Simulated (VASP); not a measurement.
Wanted: the native input for a VASP 6.6.1 run.

```yaml
Task: RPA correlation energy
Functional: PBE
Potentials_or_basis: VASP PAW PBE potentials, release 64 (Hg_sv_GW, Te_GW)
Cutoff: 400 eV
k_mesh: 3 × 3 × 3
Occupations: gaussian, width 0.05 eV
Spin: no spin polarisation
Cutoff_of_the_response_function: 200
Frequency_points: 12
Further_INCAR_settings: ALGO = ACFDT; EDIFF = 1e-08; NBANDS = 1139
```

HgTe:

```
CELL_PARAMETERS angstrom
0.00000 3.13702 3.13702
3.13702 0.00000 3.13702
3.13702 3.13702 0.00000
ATOMIC_POSITIONS crystal
Hg 0.00000 0.00000 0.00000
Te 0.50000 0.50000 0.50000
```

Measurements of this composition are mostly on another form, of space group No. 216.

The cell isn't the ideal one: volume scaled by 0.96.

One way to write it, as run:

POSCAR

```
HgTe
1.0
    0.0000000000      3.1370217585      3.1370217585
    3.1370217585      0.0000000000      3.1370217585
    3.1370217585      3.1370217585      0.0000000000
Hg Te
1 1
Direct
    0.0000000000      0.0000000000      0.0000000000
    0.5000000000      0.5000000000      0.5000000000
```

INCAR.step1

```
SYSTEM = HgTe
PREC = Accurate
ENCUT = 400
EDIFF = 1E-8
ISMEAR = 0
SIGMA = 0.05
LREAL = .FALSE.
LASPH = .TRUE.
NELM = 80
ALGO = Normal
LWAVE = .TRUE.
LCHARG = .FALSE.
GGA = PE
```

INCAR.step2

```
SYSTEM = HgTe
PREC = Accurate
ENCUT = 400
EDIFF = 1E-8
ISMEAR = 0
SIGMA = 0.05
LREAL = .FALSE.
LASPH = .TRUE.
NELM = 1
ALGO = EIGENVAL
LWAVE = .FALSE.
LCHARG = .FALSE.
GGA = PE
LHFCALC = .TRUE.
AEXX = 1.0
ALDAC = 0.0
AGGAC = 0.0
ISTART = 1
PRECFOCK = Fast
```

INCAR.step3

```
SYSTEM = HgTe
PREC = Accurate
ENCUT = 400
EDIFF = 1E-8
ISMEAR = 0
SIGMA = 0.05
LREAL = .FALSE.
LASPH = .TRUE.
NELM = 1
ALGO = Exact
LWAVE = .TRUE.
LCHARG = .FALSE.
GGA = PE
NBANDS = 1139
LOPTICS = .TRUE.
ISTART = 1
```

INCAR.step4

```
SYSTEM = HgTe
PREC = Accurate
ENCUT = 400
EDIFF = 1E-8
ISMEAR = 0
SIGMA = 0.05
LREAL = .FALSE.
LASPH = .TRUE.
NELM = 80
ALGO = ACFDT
LWAVE = .FALSE.
LCHARG = .FALSE.
GGA = PE
NBANDS = 1139
ENCUTGW = 200
NOMEGA = 12
ISTART = 1
PRECFOCK = Fast
```

KPOINTS

```
Automatic mesh
0
G
  3 3 3
  0 0 0
```

Potentials or basis: VASP PAW PBE potentials, release 64 (Hg_sv_GW, Te_GW).

The run is started by

```console
$ cat potpaw_PBE.64/Hg_sv_GW/POTCAR potpaw_PBE.64/Te_GW/POTCAR > POTCAR
$ cp INCAR.step1 INCAR
$ mpirun -np 1 vasp_std > vasp.out
$ cp INCAR.step2 INCAR
$ mpirun -np 1 vasp_std > vasp.out
$ cp INCAR.step3 INCAR
$ mpirun -np 1 vasp_std > vasp.out
$ cp INCAR.step4 INCAR
$ mpirun -np 1 vasp_std > vasp.out
```

It gave:

- Band gap on the k mesh, mean-field level: none (metal or under the smearing width)
- RPA correlation energy: -16.634 eV/atom
- RPA total energy per cell: -38.643 eV
- RPA correlation energy per cell: -33.269 eV

Caveat: the k mesh is coarse (spacing up to 0.58 Å⁻¹), so the values aren't converged; the ground state has no gap, which makes the many-body step unreliable.

Wall time 17 min on 1 thread of Intel(R) Xeon(R) Platinum 8488C (Sapphire Rapids), with other jobs on the host, peak memory 0.78 GiB.
